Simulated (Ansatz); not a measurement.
# ZnS: field gradients at two levels of theory

Cell: a computed structure from the Materials Project (it need not be an observed phase).

```
Zn S
1.0
     3.80633    0.00000    0.00000
    -1.90317    3.29638    0.00000
     0.00000    0.00000   24.91098
Zn S
8 8
Direct
  0.33333 0.66667 0.12484
  0.00000 0.00000 0.00025
  0.66667 0.33333 0.62481
  0.66667 0.33333 0.87526
  0.00000 0.00000 0.75001
  0.33333 0.66667 0.37527
  0.00000 0.00000 0.49996
  0.66667 0.33333 0.24997
  0.66667 0.33333 0.34389
  0.66667 0.33333 0.96905
  0.33333 0.66667 0.21849
  0.00000 0.00000 0.59354
  0.00000 0.00000 0.09379
  0.00000 0.00000 0.84380
  0.33333 0.66667 0.46888
  0.66667 0.33333 0.71859
```

Sites (sets of like atoms) are named by element and the number of their first atom in this list.

First run. All values are calculated (Ansatz; DFT, PBE, plane waves and PAW, scalar-relativistic, 420 eV cutoff, Γ-centred 8×8×2 k-points, Fermi–Dirac smearing 0.02 eV), not measured.

| site | atom | V_zz (10²¹ V/m²) | η |
| --- | --- | --- | --- |
| Zn1 | 1 | 0.095 | 0.00 |
| Zn2 | 2 | 0.057 | 0.00 |
| Zn5 | 5 | 0.028 | 0.00 |
| Zn7 | 7 | 0.059 | 0.00 |
| S9 | 9 | 0.24 | 0.00 |
| S10 | 10 | 0.18 | 0.00 |
| S11 | 11 | 0.12 | 0.00 |
| S12 | 12 | 0.046 | 0.00 |
| S13 | 13 | -0.034 | 0.00 |
| S14 | 14 | 0.29 | 0.00 |
| S16 | 16 | 0.25 | 0.00 |

Second run. The same atoms and settings, except that the functional is r2SCAN and the cutoff is 500 eV.

Task: What does the second run give?

Result: 

```json
{"site": "Zn1", "atom": "1", "V_zz": "0.097", "η": "0.00", "change of V_zz": "0.00"}
{"site": "Zn2", "atom": "2", "V_zz": "0.052", "η": "0.00", "change of V_zz": "-0.01"}
{"site": "Zn5", "atom": "5", "V_zz": "0.033", "η": "0.00", "change of V_zz": "0.00"}
{"site": "Zn7", "atom": "7", "V_zz": "0.059", "η": "0.00", "change of V_zz": "0.00"}
{"site": "S9", "atom": "9", "V_zz": "0.25", "η": "0.00", "change of V_zz": "+0.01"}
{"site": "S10", "atom": "10", "V_zz": "0.20", "η": "0.00", "change of V_zz": "+0.02"}
{"site": "S11", "atom": "11", "V_zz": "0.098", "η": "0.00", "change of V_zz": "-0.02"}
{"site": "S12", "atom": "12", "V_zz": "0.030", "η": "0.00", "change of V_zz": "-0.02"}
{"site": "S13", "atom": "13", "V_zz": "-0.035", "η": "0.00", "change of V_zz": "0.00"}
{"site": "S14", "atom": "14", "V_zz": "0.29", "η": "0.00", "change of V_zz": "0.00"}
{"site": "S16", "atom": "16", "V_zz": "0.26", "η": "0.00", "change of V_zz": "+0.01"}
```

No V_zz moves by more than 0.02. Sites with |V_zz| of 0.02 or less aren't listed.

For the second run: With these PAW files V_zz is typically within 2 to 3 % of all-electron values, but misses above 10 % occur on Zn.
